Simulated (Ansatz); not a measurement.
# The bulk modulus of ZnS from a series of volumes

Reference cell: a COD entry, whose atoms a relaxation with PBE at fixed cell left in place.

```
Zn S
1.0
     0.00000    2.70725    2.70725
     2.70725    0.00000    2.70725
     2.70725    2.70725    0.00000
Zn S
1 1
Direct
  0.00000 0.00000 0.00000
  0.25000 0.25000 0.25000
```

Sites (sets of like atoms) are named by element and the number of their first atom in this list.

All values are calculated (Ansatz; DFT, PBE, plane waves and PAW, scalar-relativistic, 420 eV cutoff, Γ-centred 14×14×14 k-points, Fermi–Dirac smearing 0.02 eV), not measured.

The cell is scaled uniformly, and the ions relax again at each size.

| V/V₀ | pressure (GPa) | gap on the k-mesh (eV) |
| --- | --- | --- |
| 0.94 | 6.4 | 2.36 |
| 0.96 | 4.5 | 2.26 |
| 0.98 | ? | ? |
| 1.00 | 1.2 | 2.08 |
| 1.02 | -0.3 | 2.00 |
| 1.04 | -1.5 | 1.92 |
| 1.06 | -2.7 | 1.84 |

Task: Estimate the row at V/V₀ = 0.98, the equilibrium volume and the bulk modulus.

Result: pressure (GPa): 2.7; gap on the k-mesh (eV): 2.17. Worked: a parabola in ln(V/V₀) through the other 6 rows gives 2.7 GPa there. It crosses zero pressure at V/V₀ = 1.016, the equilibrium volume of this functional, where the bulk modulus is B = −dP/d ln V = 70 GPa. The gap falls as the cell grows, by 0.043 eV per per cent of volume.

PBE gaps are too small, by a third to a half in many semiconductors; their changes with volume are better.
